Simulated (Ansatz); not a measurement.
**Equation of state of HgTe from a dense series**

```xyz
2
Lattice="0.0000 3.2235 3.2235 3.2235 0.0000 3.2235 3.2235 3.2235 0.0000" Properties=species:S:1:pos:R:3 pbc="T T T"
Hg    0.0000    0.0000    0.0000
Te    4.8353    4.8353    4.8353
```

Atom numbers follow the list: Hg1, Te2.

The cell is COD entry 1539232, as deposited and not checked against the literature; nothing was relaxed.

Spin–orbit coupling is left out, though it moves levels of the heavy atoms by tenths of an eV or more.

The calculation used DFT, LDA, all-electron LAPW, scalar-relativistic in Ansatz 0.2.0.

The runs use a Γ-centred 11×11×11 k mesh, Fermi–Dirac smearing of 0.03 eV, basis error target 0.5 meV/atom, no spin polarisation.

The cell is scaled evenly. Fractional coordinates are held (clamped ions).

```tsv
V (Å³/atom)	P (GPa)
31.486	3.09
32.155	1.84
32.658	0.99
32.825	0.73
33.160	0.22
33.495	-0.26
33.830	-0.70
34.165	-1.12
34.333	-1.32
34.835	-1.89
35.170	-2.24
35.505	-2.57
```

Question: Fit a third-order Birch–Murnaghan curve to the pressures.

Answer: P = (3B0/2)(y^(7/2) − y^(5/2))[1 + (3/4)(B0′ − 4)(y − 1)] with y = (V0/V)^(2/3) fits within 0.01 GPa for V0 = 33.314 Å³/atom, B0 = 47.4 GPa and B0′ = 5.09.

Question: Predict the pressure at the withheld volume, 31.820 Å³/atom.

Answer: There y = 1.0310, so the fit gives 2.44 GPa; the run gave 2.45 GPa.
